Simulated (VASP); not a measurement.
# CsPbCl₃: restarted molecular dynamics, 2 variants

CsPbCl₃, R32 (no. 155), 10 atoms in the cell. PBE, molecular dynamics; PAW potentials Pb, Cs_sv, Cl (PBE set).

| Restart from | Temperature at the end (K) | The same without a restart (K) | Potential energy at the end (eV/atom) | The same without a restart (eV/atom) | Electronic steps in the first step after the restart | Time (s) |
|---|---|---|---|---|---|---|
| CONTCAR with velocities, WAVECAR read | 665.0 | 665.0 | -3.43946 | -3.43947 | 4 | 226 |
| CONTCAR with velocities, no WAVECAR | 665.0 | 665.0 | -3.43946 | -3.43947 | 16 | 223 |

Limits: 120 fs of 10 atoms are too short for converged averages.

## Input of the first row

INCAR.step1:
```
SYSTEM = CsPbCl3
  GGA = PE
  PREC = Normal
  ENCUT = 260
  EDIFF = 1E-6
  NELMIN = 4
  NELM = 60
  ALGO = Normal
  LREAL = Auto
  LASPH = .True.
  ISMEAR = 0
  SIGMA = 0.05
  ISYM = 0
  LWAVE = .True.
  LCHARG = .False.
  IBRION = 0
  NSW = 30
  POTIM = 2.0
  TEBEG = 1600
  ISIF = 2
  RANDOM_SEED = 941197 0 0
  MDALGO = 1
  ANDERSEN_PROB = 0.0
  KPAR = 2
```

INCAR.step2, as INCAR.step1 but for:
```
- LWAVE = .True.
+ LWAVE = .False.
```

KPOINTS:
```
k-points
0
Monkhorst-Pack
  1 2 2
```

POSCAR.step1:
```
CsPbCl3
1.0
    8.0063102312      4.6224453672      6.5911109148
   -4.0031551156      2.3112226836      3.2955554574
    0.0000000000     -4.6224453672      3.2955554574
Pb Cs Cl
2 2 6
Direct
    0.0000000000      0.0000000000      0.0000000000
    0.5000000000      0.0000000000      0.0000000000
    0.2500000000      0.5000000000      0.5000000000
    0.7500000000      0.5000000000      0.5000000000
    0.4906998500      0.5000000000      0.0186003000
    0.9906998500      0.5000000000      0.0186003000
    0.0093001500      0.9813997000      0.5000000000
    0.5093001500      0.9813997000      0.5000000000
    0.2500000000      0.0186003000      0.9813997000
    0.7500000000      0.0186003000      0.9813997000
```

Commands (each step's output is kept before the next begins):
```
cat potpaw_PBE.64/Pb/POTCAR potpaw_PBE.64/Cs_sv/POTCAR potpaw_PBE.64/Cl/POTCAR > POTCAR
cp INCAR.step1 INCAR
cp POSCAR.step1 POSCAR
mpirun -np 2 vasp_std > vasp.out
cp CONTCAR POSCAR
cp INCAR.step2 INCAR
mpirun -np 2 vasp_std > vasp.out
```

Changes of the last row against the first:
```
(step 1)
- LWAVE = True
+ LWAVE = False
```

VASP 6.6.1 took 226 s on 2 cores (Intel Xeon Platinum 8259CL @ 2.50GHz (Skylake/Cascade Lake)), a shared host.
